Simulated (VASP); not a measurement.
Set up this calculation in VASP 6.6.1, as the native input.

```
Task                   : relaxation of cell and atoms
Functional             : r2SCAN
Dispersion             : rVV10
Potentials or basis    : VASP PAW PBE potentials, release 64 (Pb_d, Se)
Cutoff                 : 600 eV
k mesh                 : 10 × 10 × 10
Occupations            : gaussian, width 0.02 eV
Spin                   : no spin polarisation
Further INCAR settings : ALGO = Normal; EDIFF = 1e-07; IBRION = 2; EDIFFG = -0.005; NSW = 90; ISIF = 3
```

The structure of PbSe lies in POSCAR:

```
PbSe
1.0
    0.0000000000      3.0606500000      3.0606500000
    3.0606500000      0.0000000000      3.0606500000
    3.0606500000      3.0606500000      0.0000000000
Pb Se
1 1
Direct
    0.0000000000      0.0000000000      0.0000000000
    0.5000000000      0.5000000000      0.5000000000
```

The input as run:

INCAR

```
PREC     = Accurate       # precision mode
ENCUT    = 600            # plane-wave cutoff, eV
EDIFF    = 1E-7           # SCF threshold, eV
ISMEAR   = 0              # smearing method
SIGMA    = 0.02           # smearing width, eV
LREAL    = False          # projectors in reciprocal space
LASPH    = True           # aspherical terms in the spheres
NELM     = 60             # most SCF steps
ALGO     = Normal         # electronic algorithm
ISIF     = 3              # what is computed and relaxed
LWAVE    = False          # write WAVECAR
LCHARG   = False          # write CHGCAR
METAGGA  = R2SCAN         # meta-GGA
LMIXTAU  = True         
LUSE_VDW = True         
IVDW_NL  = 2            
BPARAM   = 11.95        
CPARAM   = 0.0093       
IBRION   = 2              # ionic algorithm
NSW      = 90             # ionic steps
EDIFFG   = -0.005         # ionic threshold
```

KPOINTS

```
Automatic mesh
0
Gamma
  10 10 10
```

Potentials or basis: VASP PAW PBE potentials, release 64 (Pb_d, Se).

Launch:

```sh
$ cat potpaw_PBE.64/Pb_d/POTCAR potpaw_PBE.64/Se/POTCAR > POTCAR
$ mpirun -np 1 vasp_std > vasp.out
```

Results of the run:

* Relaxed volume: 29.05 Å³/atom
* Relaxed cell: a = 4.347 Å, b = 4.347 Å, c = 4.347 Å, α = 60.00°, β = 60.00°, γ = 60.00°
* Space group after relaxing (to 0.05 Å): Fm-3m (No. 225)
* Energy gained by relaxing: 0.9 meV/atom
* Ionic steps: 3
* Pressure after relaxing: 0.0 GPa
* Band gap on the k mesh: 0.58 eV, direct

Caveat: the PAW data sets were made with another functional, which shifts forces and pressure a little; spin-orbit coupling is left out, which as a rule narrows the gap of such compounds by several tenths of an eV.

Run time: 6.9 min on 1 thread of Intel(R) Xeon(R) 6975P-C (Granite Rapids), with other jobs on the host, peak memory 0.42 GiB.
